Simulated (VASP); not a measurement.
# Pt in VASP: work function with PBEsol

Aim: the work function of Pt with PBEsol.

All numbers are computed with VASP 6.6.1; they aren't measurements. Logs are shortened: lines on timing, memory, paths and dates and some standing lists are left out, and cuts for length are marked.

## (1) The structure

The cell holds a slab with vacuum, 8 atoms: a = 3.895 Å, b = 3.895 Å, c = 27.850 Å, α = 90.00°, β = 90.00°, γ = 90.00°.

The cell was built by a generator and needn't be a form met in nature.

## (2) Work function, PBEsol

Contents of INCAR:

```
SYSTEM = Pt
  PREC = Accurate
  ENCUT = 520
  EDIFF = 1E-6
  ISMEAR = 1
  SIGMA = 0.1
  LREAL = .FALSE.
  LASPH = .TRUE.
  NELM = 80
  ALGO = Fast
  ISIF = 2
  LWAVE = .FALSE.
  LCHARG = .TRUE.
  LDIPOL = .TRUE.
  IDIPOL = 3
  DIPOL = 0.5 0.5 0.500
  GGA = PS
  LVHAR = .TRUE.
  LVACPOTAV = .TRUE.
  KPAR = 2
```

Contents of KPOINTS:

```
regular mesh
0
G
  9 9 1
  0 0 0
```

Contents of POSCAR:

```
Pt                                      
1.0
    3.8947800000      0.0000000000      0.0000000000
    0.0000000000      3.8947800000      0.0000000000
    0.0000000000      0.0000000000     27.8498739800
  Pt            
     8
Direct
     0.5000000000000000    0.0000000000000000    0.3961614099962953
     0.0000000000000000    0.5000000000000000    0.3961614099962953
     0.0000000000000000    0.0000000000000000    0.4648885167968096
     0.5000000000000000    0.5000000000000000    0.4648885167968096
     0.5000000000000000    0.0000000000000000    0.5351114832031904
     0.0000000000000000    0.5000000000000000    0.5351114832031904
     0.0000000000000000    0.0000000000000000    0.6038385900037048
     0.5000000000000000    0.5000000000000000    0.6038385900037048
```

Potentials or basis: VASP PAW PBE potentials, release 64 (Pt).

Command:

```console
$ cat potpaw_PBE.64/Pt/POTCAR > POTCAR
$ mpirun -np 2 vasp_std > vasp.out
```

OUTCAR:

```text
SYSTEM = Pt
   PREC = Accurate
   ENCUT = 520
   EDIFF = 1E-6
   ISMEAR = 1
   LREAL = .FALSE.
   LASPH = .TRUE.
   NELM = 80
   ISIF = 2
   GGA = PS

 ion  position               nearest neighbor table
   1  0.500  0.000  0.396-   3 2.73   4 2.73   4 2.73   3 2.73   2 2.75   2 2.75   2 2.75   2 2.75

   2  0.000  0.500  0.396-   3 2.73   4 2.73   3 2.73   4 2.73   1 2.75   1 2.75   1 2.75   1 2.75

   3  0.000  0.000  0.465-   1 2.73   2 2.73   2 2.73   1 2.73   4 2.75   4 2.75   4 2.75   4 2.75
                             5 2.76   6 2.76   5 2.76   6 2.76
   4  0.500  0.500  0.465-   1 2.73   2 2.73   1 2.73   2 2.73   3 2.75   3 2.75   3 2.75   3 2.75
                             5 2.76   6 2.76   6 2.76   5 2.76
   5  0.500  0.000  0.535-   7 2.73   8 2.73   8 2.73   7 2.73   6 2.75   6 2.75   6 2.75   6 2.75
                             3 2.76   4 2.76   4 2.76   3 2.76
   6  0.000  0.500  0.535-   7 2.73   8 2.73   7 2.73   8 2.73   5 2.75   5 2.75   5 2.75   5 2.75
                             4 2.76   3 2.76   4 2.76   3 2.76
   7  0.000  0.000  0.604-   5 2.73   6 2.73   6 2.73   5 2.73   8 2.75   8 2.75   8 2.75   8 2.75
[... 9 lines left out ...]
 A1 = (   3.8947800000,   0.0000000000,   0.0000000000)
 A2 = (   0.0000000000,   3.8947800000,   0.0000000000)
 A3 = (   0.0000000000,   0.0000000000,  27.8498739800)

Analysis of symmetry for initial positions (statically):
=====================================================================
 Subroutine PRICEL returns following result:

  LATTYP: Found a simple tetragonal cell.
 ALAT       =     2.7540253492
 C/A-ratio  =    10.1124247051

  Lattice vectors:

 A1 = (   1.9473900000,  -1.9473900000,   0.0000000000)
 A2 = (   1.9473900000,   1.9473900000,   0.0000000000)
 A3 = (   0.0000000000,   0.0000000000,  27.8498739800)

   2 primitive cells build up your supercell.

 Routine SETGRP: Setting up the symmetry group for a
 simple tetragonal supercell.

 Subroutine GETGRP returns: Found 16 space group operations
 (whereof  8 operations were pure point group operations)
 out of a pool of 16 trial point group operations.

The static configuration has the point symmetry C_4v.
 The point group associated with its full space group is D_4h.

Analysis of symmetry for dynamics (positions and initial velocities):
=====================================================================
 Subroutine PRICEL returns following result:
[... 123 lines left out ...]
   POTIM  = 0.5000    time-step for ionic-motion
   TEBEG  =    0.0;   TEEND  =   0.0 temperature during run
   PSTRESS=    0.0 pullay stress
   NELECT =      80.0000    total number of electrons
   NUPDOWN=      -1.0000    fix difference up-down
   EMIN   =  10.00;   EMAX   =-10.00  energy-range for DOS
   EFERMI =   0.00;   METHOD = LEGACY
   ISMEAR =     1;   SIGMA  =   0.10  broadening in eV -4-tet -1-fermi 0-gaus
   EFERMI_NEDOS =   21; number of points for ismear=-14 and -15
   IALGO  =     68    algorithm
   IMIX   =      4    mixing-type and parameters
     AMIX     =   0.40;   BMIX     =  1.00
     AMIX_MAG =   1.60;   BMIX_MAG =  1.00
  volume/ion in A,a.u.               =      52.81       356.37
  Fermi-wavevector in a.u.,A,eV,Ry     =   0.940102  1.776536 12.024725  0.883792
  Thomas-Fermi vector in A             =   2.067481
   LORBIT       =      0    0 simple, 1 ext, 2 COOP (PROOUT), +10 PAW based schemes
   GGA     = PS    functional components
   LHFCALC =     F    Hartree Fock is set to
   AEXX    =    0.0000 exact exchange contribution
   IVDW    =     0    specifies the selected vdW correction
   LEPSILON=     F    determine dielectric tensor
   LRPA    =     F    only Hartree local field effects (RPA)
 non-spin polarized calculation
 RMM-DIIS sequential band-by-band and
 Methfessel and Paxton  Order N= 1 SIGMA  =   0.10
  energy-cutoff  :      520.00
  volume of cell :      422.46
 maximum number of plane-waves:     11402
 NGX is ok and might be reduce to    30
   NGX = 15   NGY = 15   NGZ =103

 number of electron      79.9999990 magnetization

 dipolmoment           0.000000      0.000000     -0.000000 electrons x Angstroem

 Free energy of the ion-electron system (eV)
  ---------------------------------------------------
  ext. energy  EPLUGINS =         0.00000000
  ---------------------------------------------------
  free energy    TOTEN  =       -51.52321113 eV

  energy without entropy =      -51.51647778  energy(sigma->0) =      -51.52096668

 E-fermi :  -1.0123     XC(G=0):  -4.5408

 val. band max:       -1.0208665742   @ k =   0.1111   0.0000   0.0000
 cond. band min:      -1.0109915690   @ k =   0.3333   0.3333   0.0000
 fundamental gap:      0.0098750052
 Fermi energy:        -1.0122937385

 k-point     1 :       0.0000    0.0000    0.0000
  band No.  band energies     occupation
      1     -10.8360      2.00000
      2      -9.0226      2.00000
      3      -7.8758      2.00000
      4      -7.8506      2.00000
      5      -7.8506      2.00000
      6      -7.5908      2.00000
[... 754 lines left out ...]
     47       0.9168     -0.00000
     48       1.8358      0.00000

------------------------ aborting loop because EDIFF is reached ----------------------------------------

  FORCE on cell =-STRESS in cart. coord.  units (eV):
  Direction    XX          YY          ZZ          XY          YZ          ZX
  --------------------------------------------------------------------------------------
  -------------------------------------------------------------------------------------
  Total       -5.5033317     -5.5033317     -0.1111389      0.0000000      0.0000000      0.0000000
  in kB      -20.8711883    -20.8711883     -0.4214903      0.0000000      0.0000000      0.0000000
  external PRESSURE =     -14.0546223 kB  Pullay stress =       0.0000000 kB

 VOLUME and BASIS-vectors are now :
 -----------------------------------------------------------------------------
  energy-cutoff  :      520.00
  volume of cell :      422.46
      direct lattice vectors                 reciprocal lattice vectors
     3.894780000  0.000000000  0.000000000     0.256753912  0.000000000  0.000000000
     0.000000000  3.894780000  0.000000000     0.000000000  0.256753912  0.000000000
     0.000000000  0.000000000 27.849873980     0.000000000  0.000000000  0.035906805

 POSITION                                       TOTAL-FORCE (eV/Angst)
 -----------------------------------------------------------------------------------
      1.94739      0.00000     11.03305         0.000000      0.000000     -0.005168
      0.00000      1.94739     11.03305        -0.000000      0.000000     -0.005168
      0.00000      0.00000     12.94709         0.000000     -0.000000      0.016065
      1.94739      1.94739     12.94709         0.000000     -0.000000      0.016065
      1.94739      0.00000     14.90279        -0.000000      0.000000     -0.016065
      0.00000      1.94739     14.90279        -0.000000      0.000000     -0.016065
      0.00000      0.00000     16.81683         0.000000     -0.000000      0.005168
      1.94739      1.94739     16.81683         0.000000      0.000000      0.005168
 -----------------------------------------------------------------------------------
    total drift:                                0.000000      0.000000      0.000000

  FREE ENERGIE OF THE ION-ELECTRON SYSTEM (eV)
  ---------------------------------------------------
  free  energy   TOTEN  =       -51.5232111298 eV

  energy  without entropy=      -51.5164777751  energy(sigma->0) =      -51.52096668

 vacuum level on the upper side and lower side of the slab         4.818         4.818
```

stdout:

```text
POSCAR found type information on POSCAR Pt
 POSCAR found :  1 types and       8 ions
 scaLAPACK will be used
 -----------------------------------------------------------------------------
|                                                                             |
[... 23 lines left out ...]
|     field-free region was found. Please increase the size of  your cell     |
|     in the dimension of the dipole correction to obtain accurate            |
|     workfunction values.                                                    |
|                                                                             |
 -----------------------------------------------------------------------------
```

Wall time 2.4 min (2 MPI ranks of Intel Xeon 6975P-C (Granite Rapids), shared host); peak memory 0.55 GiB.

Results:

```yaml
Free_energy: -51.5232 eV
Largest_force: 0.016 eV/Å
Band_gap_on_the_k_mesh: none (metal or under the smearing width)
Work_function_of_the_upper_face: 5.83 eV
Work_function_of_the_lower_face: 5.83 eV
```

Forces in eV/Å, atoms in the order of the input:
```
Pt   0.000  0.000 -0.005
Pt   0.000  0.000 -0.005
Pt   0.000  0.000  0.016
Pt   0.000  0.000  0.016
Pt   0.000  0.000 -0.016
Pt   0.000  0.000 -0.016
Pt   0.000  0.000  0.005
Pt   0.000  0.000  0.005
```

Levels at points of the mesh, in eV from the Fermi level:
| k point | band 36 | band 37 | band 38 | band 39 | band 40 | band 41 | band 42 | band 43 | band 44 | band 45 |
| --- | --- | --- | --- | --- | --- | --- | --- | --- | --- | --- |
| (0.00, 0.00, 0.00) | -0.08 | 0.13 | 0.26 | 0.26 | 0.27 | 0.47 | 0.47 | 1.04 | 1.04 | 1.91 |

Caveat: the PAW data sets were made with another functional, which shifts forces and pressure a little.
